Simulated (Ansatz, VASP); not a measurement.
Given: the input of a run of VASP 6.6.1 on KF.

INCAR

```
  ALGO = Normal
  EDIFF = 1E-7
  ENCUT = 520
  GGA = PE
  ISIF = 2
  ISMEAR = -1
  LASPH = T
  LCHARG = F
  LREAL = F
  LWAVE = F
  NBANDS = 15
  NELM = 60
  PREC = Accurate
  SIGMA = 0.05
```

Contents of KPOINTS:

```
k-points
0
Gamma
  8 8 8
```

The input POSCAR:

```
KF
1.0
    3.2370821598      0.0000000000      0.0000000000
    0.0000000000      3.2370821598      0.0000000000
    0.0000000000      0.0000000000      3.2370821598
K F
1 1
Direct
    0.0000000000      0.0000000000      0.0000000000
    0.5000000000      0.5000000000      0.5000000000
```

Potentials or basis: VASP PAW PBE potentials, release 64 (K_sv, F).

The run is started by

```bash
$ cat potpaw_PBE.64/K_sv/POTCAR potpaw_PBE.64/F/POTCAR > POTCAR
$ mpirun -np 1 vasp_std > vasp.out
```

Q: Translate it to Ansatz 0.2.0. Potentials there: Ansatz PAW.

A: As run (the cutoff follows the program's own potentials):

input.yaml

```yaml
crystal:
  lattice:
    - [3.2370821598, 0.0, 0.0]
    - [0.0, 3.2370821598, 0.0]
    - [0.0, 0.0, 3.2370821598]
  atoms:
    - { symbol: K, position: [0.0, 0.0, 0.0] }
    - { symbol: F, position: [0.5, 0.5, 0.5] }
hamiltonian:
  xc: pbe
  pseudopotentials: { kind: paw }
kpoints:
  mp_grid: { grid: [8, 8, 8] }
scf:
  occupations: { method: fermi_dirac, width: 0.05 }
output:
  forces: true
  stress: true
  eigenvalues: true
```

Potentials or basis: Ansatz PAW.

Launch:

```sh
$ ansatz run input.yaml --threads 1 --pin off --max-ram 3584MiB --backend cpu --events-out ev --progress --plain --runs-dir out
```

Both were run:

|  | VASP | Ansatz | Ansatz less VASP |
| --- | --- | --- | --- |
| gap on the k mesh at the Fermi level (eV) | 6.40 | 6.41 | +0.017 |
| least direct gap on the mesh (eV) | 6.45 | 6.46 | +0.016 |
| pressure (GPa) | 0.7 | 0.7 | -0.02 |

The functional is the same, so the differences come from potentials, cutoffs and numerics.

Caveats: the pressure holds a Pulay correction of +0.3 GPa for the finite cutoff (Ansatz). A k mesh can miss the band edges.
